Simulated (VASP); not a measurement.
# Pb (P6_3/mmc) in VASP: notebook, part 2 of 2

VASP 6.6.1.

### Step 3. Single point, BLYP

The input, INCAR:

```
PREC = Accurate
ENCUT = 520
EDIFF = 1E-6
ISMEAR = -1
SIGMA = 0.1
LREAL = False
LASPH = True
NELM = 80
ALGO = Fast
ISIF = 2
LWAVE = False
LCHARG = True
GGA = B5
ALDAX = 1.0
AGGAX = 1.0
AGGAC = 1.0
ALDAC = 0.0
LELF = True
LVHAR = True
NBANDS = 36
```

The input, KPOINTS:

```
Automatic mesh
0
Gamma
  13 13 4
```

The input, POSCAR:

```
Pb
1.0
    3.6829162307      0.0000000000      0.0000000000
   -1.8414581154      3.1894990158      0.0000000000
    0.0000000000      0.0000000000     11.8437882418
Pb
4
Direct
    1.0000000000      0.0000000000      0.0000000000
    1.0000000000      0.0000000000      0.5000000000
    0.3333333333      0.6666666667      0.2500000000
    0.6666666667      0.3333333333      0.7500000000
```

Potentials or basis: VASP PAW PBE potentials, release 64 (Pb_d).

On the command line:

```bash
$ cat potpaw_PBE.64/Pb_d/POTCAR > POTCAR
$ mpirun -np 1 vasp_std > vasp.out
```

OUTCAR:

```text
PREC = Accurate
   ENCUT = 520
   EDIFF = 1E-6
   ISMEAR = -1
   LREAL = False
   LASPH = True
   NELM = 80
   ISIF = 2
   GGA = B5

 ion  position               nearest neighbor table
   1  0.000  0.000  0.000-   3 3.65   4 3.65   4 3.65   3 3.65   4 3.65   3 3.65
   2  0.000  0.000  0.500-   3 3.65   4 3.65   4 3.65   3 3.65   4 3.65   3 3.65
   3  0.333  0.667  0.250-   1 3.65   2 3.65   1 3.65   2 3.65   1 3.65   2 3.65
   4  0.667  0.333  0.750-   1 3.65   2 3.65   1 3.65   2 3.65   1 3.65   2 3.65

  LATTYP: Found a hexagonal cell.
 ALAT       =     3.6829162307
 C/A-ratio  =     3.2158722870

  Lattice vectors:

 A1 = (   3.6829162307,   0.0000000000,   0.0000000000)
 A2 = (  -1.8414581154,   3.1894990158,   0.0000000000)
 A3 = (   0.0000000000,   0.0000000000,  11.8437882418)

Analysis of symmetry for initial positions (statically):
=====================================================================
 Subroutine PRICEL returns:
 Original cell was already a primitive cell.

 Routine SETGRP: Setting up the symmetry group for a
 hexagonal supercell.

 Subroutine GETGRP returns: Found 24 space group operations
[... 168 lines left out ...]
  ---------------------------------------------------
  free energy    TOTEN  =       -11.50780675 eV

  energy without entropy =      -11.43857158  energy(sigma->0) =      -11.47318916

 E-fermi :   6.3482     XC(G=0):  -8.9691

 val. band max:        6.3452770968   @ k =   0.2308   0.0769   0.5000
 cond. band min:       6.3484167978   @ k =   0.3077   0.0769   0.0000
 fundamental gap:      0.0031397011
 Fermi energy:         6.3482061033

 k-point     1 :       0.0000    0.0000    0.0000
  band No.  band energies     occupation
      1     -10.6877      2.00000
      2     -10.6826      2.00000
      3     -10.6826      2.00000
      4     -10.6810      2.00000
      5     -10.6790      2.00000
      6     -10.6790      2.00000
[... 925 lines left out ...]
     35      11.8923      0.00000
     36      12.1797      0.00000

 [... further k-points ...]
[... 5 lines left out ...]
  --------------------------------------------------------------------------------------
  -------------------------------------------------------------------------------------
  Total       -0.0415120     -0.0415120      0.4187032      0.0000000      0.0000000      0.0000000
  in kB       -0.4780570     -0.4780570      4.8218302      0.0000000      0.0000000      0.0000000
  external PRESSURE =       1.2885721 kB  Pullay stress =       0.0000000 kB

 VOLUME and BASIS-vectors are now :
 -----------------------------------------------------------------------------
  energy-cutoff  :      520.00
  volume of cell :      139.12
      direct lattice vectors                 reciprocal lattice vectors
     3.682916231  0.000000000  0.000000000     0.271523960  0.156764432  0.000000000
    -1.841458115  3.189499016  0.000000000     0.000000000  0.313528863  0.000000000
     0.000000000  0.000000000 11.843788242     0.000000000  0.000000000  0.084432445

 POSITION                                       TOTAL-FORCE (eV/Angst)
 -----------------------------------------------------------------------------------
      0.00000      0.00000      0.00000         0.000000      0.000000      0.000000
      0.00000      0.00000      5.92189        -0.000000      0.000000      0.000000
     -0.00000      2.12633      2.96095        -0.000000      0.000000      0.000000
      1.84146      1.06317      8.88284         0.000000     -0.000000     -0.000000
 -----------------------------------------------------------------------------------
    total drift:                                0.000000     -0.000000      0.000000

  FREE ENERGIE OF THE ION-ELECTRON SYSTEM (eV)
  ---------------------------------------------------
  free  energy   TOTEN  =       -11.5078067477 eV

  energy  without entropy=      -11.4385715802  energy(sigma->0) =      -11.47318916
```

It took 3.7 min on 1 thread of Intel Xeon Platinum 8488C (Sapphire Rapids), shared host; peak memory 0.37 GiB.

What came out:

```yaml
Free_energy: -11.5078 eV
Pressure: 0.1 GPa
Band_gap_on_the_k_mesh: none (metal or under the smearing width)
```

Levels at points of the mesh, in eV from the Fermi level:
```tsv
k point	band 24	band 25	band 26	band 27	band 28	band 29	band 30	band 31	band 32	band 33
(0.00, 0.00, 0.00)	-8.06	-3.49	0.66	0.66	4.49	4.49	5.17	5.17	5.21	5.21
(0.00, 0.00, 0.50)	-8.82	-2.16	-2.16	4.03	4.03	4.69	4.69	4.69	4.69	5.76
```

Caveat: the PAW data sets were made with another functional, which shifts forces and pressure a little. The run has no spin-orbit coupling, so splittings on Pb are missing.

### Step 4. Single point, BLYP

The input, INCAR:

```
SYSTEM = Pb
PREC = Accurate
ENCUT = 520
EDIFF = 1E-6
ISMEAR = -1
SIGMA = 0.1
LREAL = .FALSE.
LASPH = .TRUE.
NELM = 60
ALGO = Fast
ISIF = 2
LWAVE = .FALSE.
LCHARG = .TRUE.
GGA = B5
ALDAX = 1.0
AGGAX = 1.0
AGGAC = 1.0
ALDAC = 0.0
LELF = .TRUE.
LVHAR = .TRUE.
NBANDS = 36
```

The input, KPOINTS:

```
Automatic mesh
0
G
  10 10 3
  0 0 0
```

POSCAR is that of step 3.

On the command line:

```bash
$ cat potpaw_PBE.64/Pb_d/POTCAR > POTCAR
$ mpirun -np 1 vasp_std > vasp.out
```

Run time: 2.2 min. Hardware: 1 thread of Intel Xeon Platinum 8488C (Sapphire Rapids), shared host; peak memory 0.29 GiB.

It converged, with:

```
Free energy            : -11.4844 eV
Pressure               : 0.1 GPa
Band gap on the k mesh : none (metal or under the smearing width)
```

Levels at points of the mesh, in eV from the Fermi level:
| k point | band 24 | band 25 | band 26 | band 27 | band 28 | band 29 | band 30 | band 31 | band 32 | band 33 |
| --- | --- | --- | --- | --- | --- | --- | --- | --- | --- | --- |
| (0.00, 0.00, 0.00) | -8.04 | -3.47 | 0.68 | 0.68 | 4.51 | 4.51 | 5.19 | 5.19 | 5.24 | 5.24 |
| (0.50, 0.00, 0.00) | -7.16 | -3.37 | -3.10 | -2.00 | -1.54 | 0.10 | 0.80 | 1.70 | 2.87 | 2.88 |

Caveat: the PAW data sets were made with another functional, which shifts forces and pressure a little.

### Step 5. Relaxation of cell and atoms, BLYP

This run uses another cell than the first one, of 30.33 Å³/atom, 0.872 times its volume.

The input, INCAR:

```
  PREC = Accurate
  ENCUT = 600
  EDIFF = 1E-7
  ISMEAR = -1
  SIGMA = 0.1
  LREAL = F
  LASPH = T
  NELM = 80
  ALGO = Fast
  ISIF = 3
  LWAVE = F
  LCHARG = F
  GGA = B5
  ALDAX = 1.0
  AGGAX = 1.0
  AGGAC = 1.0
  ALDAC = 0.0
  IBRION = 2
  NSW = 80
  EDIFFG = -0.01
```

The input, KPOINTS:

```
Automatic mesh
0
Gamma
  10 10 3
```

The input, POSCAR:

```
Pb
1.0
    3.5005272341      0.0000000000      0.0000000000
   -1.7502636171      3.0315455114      0.0000000000
    0.0000000000      0.0000000000     11.4327219467
Pb
4
Direct
    0.0000000000      0.0000000000      0.0000000000
    0.0000000000      0.0000000000      0.5000000000
    0.3333333333      0.6666666667      0.2500000000
    0.6666666667      0.3333333333      0.7500000000
```

On the command line:

```bash
$ cat potpaw_PBE.64/Pb_d/POTCAR > POTCAR
$ mpirun -np 1 vasp_std > vasp.out
```

It took 13 min on 1 thread of Intel Xeon Platinum 8488C (Sapphire Rapids), shared host; peak memory 0.33 GiB.

It converged, with:

```yaml
Free_energy: -11.4797 eV
Relaxed_volume: 34.82 Å³/atom
Relaxed_cell: a = 3.684 Å, b = 3.684 Å, c = 11.851 Å, α = 90.00°, β = 90.00°, γ = 120.00°
Space_group_after_relaxing_to_0.05_Å: P6_3/mmc (No. 194)
Energy_gained_by_relaxing: 75.6 meV/atom
Ionic_steps: 8
Pressure_after_relaxing: 0.0 GPa
Band_gap_on_the_k_mesh: none (metal or under the smearing width)
```

Step by step:
```
step  energy change (eV)  largest force (eV/Å)  pressure (GPa)  volume (Å³)
   1              0.0000                0.0000            6.08       121.32
   2             -0.2946                0.0000           -0.69       142.66
   3             -0.3015                0.0000            0.04       139.29
   4             -0.3015                0.0000           -0.06       139.67
   5             -0.3019                0.0000           -0.06       139.67
   6             -0.3024                0.0000           -0.06       139.67
   7             -0.3025                0.0000           -0.05       139.67
   8             -0.3025                0.0000            0.04       139.29
```

Final structure:
```
Pb
1.0
     3.68392    0.00000    0.00000
    -1.84196    3.19036    0.00000
     0.00000    0.00000   11.85112
Pb
4
Direct
  0.00000 0.00000 0.00000
  0.00000 0.00000 0.50000
  0.33333 0.66667 0.25000
  0.66667 0.33333 0.75000
```

Levels at points of the mesh, in eV from the Fermi level:
```
           k point  band 26  band 27  band 28  band 29  band 30  band 31
(0.00, 0.00, 0.00)     0.67     0.68     4.51     4.51     5.19     5.19
(0.50, 0.00, 0.00)    -3.09    -2.00    -1.54     0.10     0.79     1.70
```

Caveat: the PAW data sets were made with another functional, which shifts forces and pressure a little.

### Step 6. The runs side by side

```tsv
task	cell	k mesh	cutoff (eV)	gap on the mesh (eV)	pressure (GPa)
single point	P6_3/mmc, 34.78 Å³/atom	13 × 13 × 4	520	none	0.1
single point	P6_3/mmc, 34.78 Å³/atom	10 × 10 × 3	520	none	0.1
relaxation of cell and atoms	relaxed	10 × 10 × 3	600	none	0.0
```

Alike in all rows: level BLYP; potentials or basis VASP PAW PBE potentials, release 64 (Pb_d); no spin polarisation; smearing fermi-dirac 0.1 eV.

Caveats: the PAW data sets were made with another functional, which shifts forces and pressure a little.

Total energies depend on the potentials used, so only differences within one code and one set of settings carry meaning.
